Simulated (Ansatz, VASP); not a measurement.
# Ga18N17 (V_N) in two plane-wave programs

Wanted: the spread between two codes on one cell, functional and k mesh. Of the first pair: The structure shown is the start of the Ansatz relaxation below; VASP solves that cell, so the two are compared at the walk's first step.

Calculated with Ansatz 0.2.0; plane waves, with VASP 6.6.1 beside it; r2SCAN.

## (1) The structure

The cell holds 35 atoms: 18 Ga and 17 N. Cell: a = 6.361 Å, b = 9.542 Å, c = 9.542 Å, α = 60.0°, β = 60.0°, γ = 60.0°. It derives from GaN (GaN (F-43m)). Nearest the centre at fractional (0.625, 0.417, 0.417): Ga14 at 1.93 Å, Ga15 at 1.97 Å, Ga17 at 1.97 Å, Ga5 at 1.99 Å, N22 at 3.13 Å, N24 at 3.14 Å, N23 at 3.14 Å, N32 at 3.16 Å. The cell carries charge +3.

As a file:

```
Ga N
1.0
     0.00000    4.49819    4.49819
     6.74729    0.00000    6.74729
     6.74729    6.74729    0.00000
Ga N
18 17
Direct
  0.00913 0.99989 0.99702
  0.99144 0.00200 0.33758
  0.99958 0.99677 0.66405
  0.99427 0.33543 0.00501
  0.00757 0.32973 0.32984
  0.00738 0.32792 0.66611
  0.00802 0.66716 0.99921
  0.99878 0.66619 0.33913
  0.99104 0.66862 0.66676
  0.50117 0.00005 0.99439
  0.49492 0.99654 0.33476
  0.50017 0.00516 0.66671
  0.50253 0.32899 0.99748
  0.49379 0.33524 0.33843
  0.49080 0.33360 0.66964
  0.49981 0.67060 0.00210
  0.50441 0.67007 0.32746
  0.49340 0.67214 0.66454
  0.13292 0.08356 0.08302
  0.12810 0.08798 0.41151
  0.13219 0.08220 0.74471
  0.11865 0.41693 0.08913
  0.12928 0.41518 0.42065
  0.12932 0.42004 0.74407
  0.12674 0.75022 0.07752
  0.11990 0.75456 0.41940
  0.12113 0.75552 0.75112
  0.63367 0.08207 0.08327
  0.63432 0.08005 0.41600
  0.61824 0.08443 0.75542
  0.61623 0.42067 0.08549
  0.61638 0.41938 0.74929
  0.63240 0.74798 0.08521
  0.63164 0.75279 0.41392
  0.63033 0.75368 0.74754
```

## (2) Ansatz: relaxation, r2SCAN

Ansatz runs on its PAW soft_1 files.

The two programs are compared at the cell with which this relaxation starts, whose forces are those of its first step.

Input file input.yaml:

```yaml
crystal:
  lattice:
    - [0.0, 4.49819389, 4.49819389]
    - [6.74729083, 0.0, 6.74729083]
    - [6.74729083, 6.74729083, 0.0]
  atoms:
    - { symbol: Ga, position: [0.0, 0.0, 0.0] }
    - { symbol: "N", position: [0.125, 0.08333333, 0.08333333] }
    - { symbol: Ga, position: [0.0, 0.0, 0.33333333] }
    - { symbol: "N", position: [0.125, 0.08333333, 0.41666667] }
    - { symbol: Ga, position: [0.0, 0.0, 0.66666667] }
    - { symbol: "N", position: [0.125, 0.08333333, 0.75] }
    - { symbol: Ga, position: [0.0, 0.33333333, 0.0] }
    - { symbol: "N", position: [0.125, 0.41666667, 0.08333333] }
    - { symbol: Ga, position: [0.0, 0.33333333, 0.33333333] }
    - { symbol: "N", position: [0.125, 0.41666667, 0.41666667] }
    - { symbol: Ga, position: [0.0, 0.33333333, 0.66666667] }
    - { symbol: "N", position: [0.125, 0.41666667, 0.75] }
    - { symbol: Ga, position: [0.0, 0.66666667, 0.0] }
    - { symbol: "N", position: [0.125, 0.75, 0.08333333] }
    - { symbol: Ga, position: [0.0, 0.66666667, 0.33333333] }
    - { symbol: "N", position: [0.125, 0.75, 0.41666667] }
    - { symbol: Ga, position: [0.0, 0.66666667, 0.66666667] }
    - { symbol: "N", position: [0.125, 0.75, 0.75] }
    - { symbol: Ga, position: [0.5, 0.0, 0.0] }
    - { symbol: "N", position: [0.625, 0.08333333, 0.08333333] }
    - { symbol: Ga, position: [0.5, 0.0, 0.33333333] }
    - { symbol: "N", position: [0.625, 0.08333333, 0.41666667] }
    - { symbol: Ga, position: [0.5, 0.0, 0.66666667] }
    - { symbol: "N", position: [0.625, 0.08333333, 0.75] }
    - { symbol: Ga, position: [0.5, 0.33333333, 0.0] }
    - { symbol: "N", position: [0.625, 0.41666667, 0.08333333] }
    - { symbol: Ga, position: [0.5, 0.33333333, 0.33333333] }
    - { symbol: Ga, position: [0.5, 0.33333333, 0.66666667] }
    - { symbol: "N", position: [0.625, 0.41666667, 0.75] }
    - { symbol: Ga, position: [0.5, 0.66666667, 0.0] }
    - { symbol: "N", position: [0.625, 0.75, 0.08333333] }
    - { symbol: Ga, position: [0.5, 0.66666667, 0.33333333] }
    - { symbol: "N", position: [0.625, 0.75, 0.41666667] }
    - { symbol: Ga, position: [0.5, 0.66666667, 0.66666667] }
    - { symbol: "N", position: [0.625, 0.75, 0.75] }
  host:
    repeats: [2, 3, 3]
    atoms:
      - { symbol: Ga, position: [0.0, 0.0, 0.0] }
      - { symbol: "N", position: [0.25, 0.25, 0.25] }
total_charge: 3
basis:
  ecutwfc: 500
  xc_grid: 2
hamiltonian:
  xc: r2scan
  pseudopotentials: { kind: paw, azcp: { folder: soft_1 } }
kpoints:
  mp_grid: { grid: [1, 1, 1], shift: [0.25, 0.25, 0.25] }
magnetization:
  spin_polarized: true
  initial_magnetization: 2
  spin_locking: { lock_magnetization: hard }
scf:
  occupations: { method: fixed }
  max_iter: 100
output:
  forces: true
  charged_corrections:
    epsilon: 6.0
    static_epsilon: 10.56
    defect_position: [0.625, 0.416667, 0.416667]
relax:
  f_tol: 0.02
  max_steps: 80
  random_displacement: { amplitude: 0.05, seed: 2856 }
checkpoint:
  write: "../qp3_M2.relax.run"
  compress: false
  write_wavefunctions: true
  write_every: 100000
```

The run is started by

```sh
$ ansatz run input.yaml --threads 4 --pin off --max-ram 7536MiB --backend cpu --events-out ev --progress --plain --runs-dir out
```

Numbers of over 12 decimals in the logs are rounded to 6 here.

The log of the run:

```text
Warning: This run holds its total moment fixed (magnetization.spin_locking.lock_magnetization: hard) and mixes its density by anderson or broyden (scf.mixing.algorithm, typed or taken by auto). Slabs with a fixed moment have converged under broyden above another state at the same moment, at the default mixing steps and at smaller ones, and under scf.lower_state_search: standard, light or off a state that such a mixer [...]
Engine: ansatz 0.2.0, aarch64-unknown-linux-gnu
Pseudopotentials: kind: paw
Pseudopotential: Ga, paw, valence charge 13, recommended cutoff 500 eV (meta_gga), soft_1/Ga.paw.azcp
Pseudopotential: N, paw, valence charge 5, recommended cutoff 500 eV (meta_gga), soft_1/N.paw.azcp
Functional definition: r2SCAN
  parameter k0 = 0.174
  parameter k1 = 0.065
  parameter a1 = 4.9479
  exchange = r2scan_x(k0 = k0, k1 = k1, a1 = a1)
  correlation = r2scan_c
Crystal: 35 atoms, lattice volume = 409.569 Å³
Basis set: ecut = 500 eV, 10411 PW (Γ), exchange–correlation on 96×144×144 points (8 copies of the dense FFT grid, shifted against one another)
Bands: 194, of which v1, the nominal top of the filled ones, is band 158 counted from 1 (157 counted from 0)
Symmetry: 1 space group operations
k-points: 1
Non-local potential: Ga, projectors of the file, l = 0: 2, l = 1: 2, l = 2: 3, l = 3: 1
Non-local potential: N, projectors of the file, l = 0: 2, l = 1: 2, l = 2: 1
PAW form: soft (Blöchl's): semilocal exchange-correlation on the pseudo side does not see the compensation charge
PAW frozen core: Ga, regenerated for the run's functional (the file was generated under x = pbe(κ = 0.804, μ = 0.219515), c = pbe(β = 0.066725))
PAW frozen core: N, regenerated for the run's functional (the file was generated under x = pbe(κ = 0.804, μ = 0.219515), c = pbe(β = 0.066725))
PAW one-centre angular grid: Ga, 590 points (default); XC on 160 Gauss nodes
PAW one-centre angular grid: N, 302 points (default); XC on 160 Gauss nodes
Initial density: superposition of atomic densities (chi_scale 0.1, normalization cell, long waves kept (reshape's long-wave potential 0.24 eV rms))
Starting moments: Σ|m| = 2 μB on 35 of 35 sites
Initial wavefunctions: pseudopotential atomic-orbital guess
Functional: x = r2scan, c = r2scan; τ floored in thin density (d = 2e-4 eV/Å³)
SCF iter   1: F=—  HF=-74830.215556 eV  |F-HF|=—  |Δ(HF+E_count)|=         —  Δρ=7.40e-2 (↑6.75e-2 ↓7.40e-2)  dr2=5.53e1  dr2_τ=1.11e0  dr2_m=1.75e-1  M=2.000 μB ∫|m|=2.050 μB  β_m=1.20  ethr=3.10e-3  ⟨swp⟩=4.0  Hψ=1006  notcnv=0  defer=62
preconditioner: auto → Resta (q_TF=auto, 2.613 Å⁻¹)  ε∞=4.2  [insulator: Δε(μ)=0.178 eV  Ē_g=18.244 eV  n_scr=120 (ndim 8)  ℏωp=32.6 eV  f_vac=0.000  ε∞_Penn≈4.2]
spin=Collinear: Resta preconditioning applied to the charge; magnetization (m = ρ↑ − ρ↓) channel mixes plain (no charge-response kernel on spin).
SCF iter   2: F=—  HF=-74818.728365 eV  |F-HF|=—  |Δ(HF+E_count)|=    1.15e1  Δρ=4.55e-2 (↑4.55e-2 ↓4.34e-2)  dr2=2.02e1  dr2_τ=6.71e-2  dr2_m=6.71e-3  M=2.000 μB ∫|m|=2.273 μB  β_m=1.20  ethr=3.10e-3  ⟨swp⟩=2.0  Hψ=743  notcnv=0  defer=66  κ⁻¹=1.0e0(r=1)
SCF iter   3: F=—  HF=-74815.263843 eV  |F-HF|=—  |Δ(HF+E_count)|=    3.46e0  Δρ=1.96e-2 (↑1.63e-2 ↓1.96e-2)  dr2=3.47e0  dr2_τ=2.00e-2  dr2_m=7.85e-2  M=2.000 μB ∫|m|=2.389 μB  β_m=1.20  ethr=3.10e-3  ⟨swp⟩=2.5  Hψ=695  notcnv=0  defer=66  κ⁻¹=8.2e-2(r=2)
SCF iter   4: F=—  HF=-74815.024059 eV  |F-HF|=—  |Δ(HF+E_count)|=   2.40e-1  Δρ=1.18e-2 (↑1.18e-2 ↓1.18e-2)  dr2=1.76e0  dr2_τ=8.86e-3  dr2_m=1.79e-3  M=2.000 μB ∫|m|=2.426 μB  β_m=1.20  ethr=1.10e-3  ⟨swp⟩=2.0  Hψ=433  notcnv=0  defer=67  κ⁻¹=1.6e-2(r=3)
SCF iter   5: F=—  HF=-74814.723541 eV  |F-HF|=—  |Δ(HF+E_count)|=   3.01e-1  Δρ=3.84e-3 (↑3.84e-3 ↓3.51e-3)  dr2=2.04e-1  dr2_τ=1.37e-3  dr2_m=4.28e-3  M=2.000 μB ∫|m|=2.473 μB  β_m=1.20  ethr=5.55e-4  ⟨swp⟩=2.5  Hψ=588  notcnv=0  defer=67  κ⁻¹=3.0e-3(r=4)
SCF iter   6: F=—  HF=-74814.774413 eV  |F-HF|=—  |Δ(HF+E_count)|=   5.09e-2  Δρ=2.67e-3 (↑2.40e-3 ↓2.67e-3)  dr2=7.00e-2  dr2_τ=4.42e-4  dr2_m=6.99e-4  M=2.000 μB ∫|m|=2.430 μB  β_m=1.20  ethr=6.47e-5  ⟨swp⟩=2.5  Hψ=539  notcnv=0  defer=68  κ⁻¹=1.6e-3(r=5)
SCF iter   7: F=—  HF=-74814.802591 eV  |F-HF|=—  |Δ(HF+E_count)|=   2.82e-2  Δρ=1.73e-3 (↑1.73e-3 ↓1.68e-3)  dr2=2.57e-2  dr2_τ=1.10e-4  dr2_m=2.09e-4  M=2.000 μB ∫|m|=2.424 μB  β_m=1.20  ethr=2.21e-5  ⟨swp⟩=2.5  Hψ=588  notcnv=0  defer=68  κ⁻¹=2.7e-4(r=6)
[...]
atom  10  N     -0.00268679    -0.00197540    -0.00145022
  atom  11  Ga     0.00345186    -0.00705877     0.00791975
  atom  12  N     -0.00753562     0.00048704     0.00397398
  atom  13  Ga    -0.00227969     0.00366492     0.00109506
  atom  14  N     -0.00919831     0.00099174     0.00142991
  atom  15  Ga     0.00016253     0.00668466    -0.00717591
  atom  16  N     -0.00947496     0.00609276    -0.00022641
  atom  17  Ga     0.00099586     0.00194115     0.00142247
  atom  18  N     -0.00599161     0.00131210    -0.00131279
  atom  19  Ga     0.00808892    -0.00228772    -0.00082234
  atom  20  N     -0.00439041     0.00106578     0.00123828
  atom  21  Ga     0.01399314    -0.00255910     0.00065890
  atom  22  N     -0.00344841     0.00176899    -0.00394567
  atom  23  Ga     0.00091267    -0.00675841    -0.00376851
  atom  24  N     -0.00342314     0.00038105     0.00293251
  atom  25  Ga     0.01393894    -0.00181937    -0.00208638
  atom  26  N     -0.00271010    -0.00463123     0.00201055
  atom  27  Ga     0.00592102    -0.00238736    -0.00102105
  atom  28  Ga     0.01081974    -0.00004817    -0.00238135
  atom  29  N     -0.00238010    -0.00499248     0.00095106
  atom  30  Ga    -0.00008617    -0.00273983    -0.00650135
  atom  31  N     -0.00404211     0.00367714    -0.00084929
  atom  32  Ga     0.01228848    -0.00324378     0.00052767
  atom  33  N     -0.00455680     0.00121190    -0.00566738
  atom  34  Ga     0.00004608    -0.00125106    -0.00221813
  atom  35  N     -0.00467737     0.00061943    -0.00063044
  max |Σ_I F_I| component: 2.89e-3 eV/Å
--- Charged-cell corrections in eV (Makov–Payne, q = +3.000 e, ε = 10.560) ---
  F (periodic)     = -74815.962694  (uncorrected; the corrections below are reported, never added to it)
  E_corr1          = +2.317141  (monopole, q²α_M/2εL)
  F Makov-Payne    = -74813.645554  (F + E_corr1; no measured alignment; for a localised charge, not one spread in a band: unchecked)
  no potential alignment in this run, which stands beside a crystal: run the host's input off ansatz write-host-input, and read the two finished runs by ansatz place-levels (neither reads a slab, a wire or a sheet, whose cell leaves a vacuum)
--- Band table (eV) ---
  k-point 0 ↑: bands = [... 154 lower, 8.2732, 8.3818, 8.7869, 8.8165, 8.9720, 12.3460, 12.7525, 13.0105, ... 32 higher]
  k-point 0 ↓: bands = [... 154 lower, 8.3997, 8.5887, 8.8696, 9.1409, 9.8783, 12.6316, 13.0294, 13.3631, ... 32 higher]
--- Relaxed structure (10 steps of the walk, 9 accepted, 0 SCFs on fresh bases) ---
  F+E_penalty+E_count = -74815.96269424 eV   max|allowed force component| = 1.402e-2 eV/Å
  atoms:
    - { symbol: Ga, position: [-0.00112658, 0.00208173, 0.00104852] }
    - { symbol: N, position: [0.125925, 0.084160, 0.083140] }
    - { symbol: Ga, position: [-2.2984573823231968e-5, 0.00177053, 0.331953] }
    - { symbol: N, position: [0.123226, 0.083553, 0.417639] }
    - { symbol: Ga, position: [0.000851621, -0.000700021, 0.668471] }
    - { symbol: N, position: [0.126566, 0.082944, 0.749811] }
    - { symbol: Ga, position: [-4.081177312459383e-6, 0.332961, 0.000739921] }
    - { symbol: N, position: [0.123284, 0.418657, 0.082492] }
    - { symbol: Ga, position: [0.030634, 0.325939, 0.324902] }
    - { symbol: N, position: [0.123833, 0.417757, 0.416715] }
    - { symbol: Ga, position: [-0.000412747, 0.332446, 0.668725] }
    - { symbol: N, position: [0.125659, 0.417786, 0.747837] }
    - { symbol: Ga, position: [0.00085383, 0.669493, -0.00173602] }
    - { symbol: N, position: [0.126559, 0.750851, 0.081905] }
    - { symbol: Ga, position: [-0.000439671, 0.669780, 0.331435] }
    - { symbol: N, position: [0.125643, 0.748897, 0.416753] }
    - { symbol: Ga, position: [-0.000481199, 0.668398, 0.667366] }
    - { symbol: N, position: [0.125915, 0.750378, 0.749324] }
    - { symbol: Ga, position: [0.500051, 0.00118881, 0.000192304] }
    - { symbol: N, position: [0.625335, 0.084730, 0.083728] }
    - { symbol: Ga, position: [0.501675, 0.000684428, 0.333137] }
    - { symbol: N, position: [0.627663, 0.083906, 0.417599] }
    - { symbol: Ga, position: [0.498802, -0.000701464, 0.669109] }
    - { symbol: N, position: [0.627227, 0.083055, 0.749132] }
    - { symbol: Ga, position: [0.501729, 0.334132, -0.000330905] }
    - { symbol: N, position: [0.627687, 0.418610, 0.082888] }
    - { symbol: Ga, position: [0.493688, 0.327465, 0.326454] }
    - { symbol: Ga, position: [0.488077, 0.324245, 0.691663] }
    - { symbol: N, position: [0.626367, 0.417796, 0.748552] }
    - { symbol: Ga, position: [0.498786, 0.670133, -0.00172534] }
    - { symbol: N, position: [0.627231, 0.750144, 0.082035] }
    - { symbol: Ga, position: [0.488100, 0.692640, 0.323235] }
    - { symbol: N, position: [0.626338, 0.749588, 0.416781] }
    - { symbol: Ga, position: [0.497092, 0.668880, 0.667857] }
    - { symbol: N, position: [0.627323, 0.749700, 0.748666] }
```

[end of part 1 of 2]

[Lines on the potential files, build, host, timing and source positions are cut from VASP's logs without a mark.]

[Logs are printed without paths, hosts, clocks, repeated set-up lines and the standing remarks that a program may print on its own settings, such as how far it seeks lower states.]

[Hosts, paths, dates, database ids (printed as entryN), source tags and the programs' standing remarks are cut or masked in the printed files.]
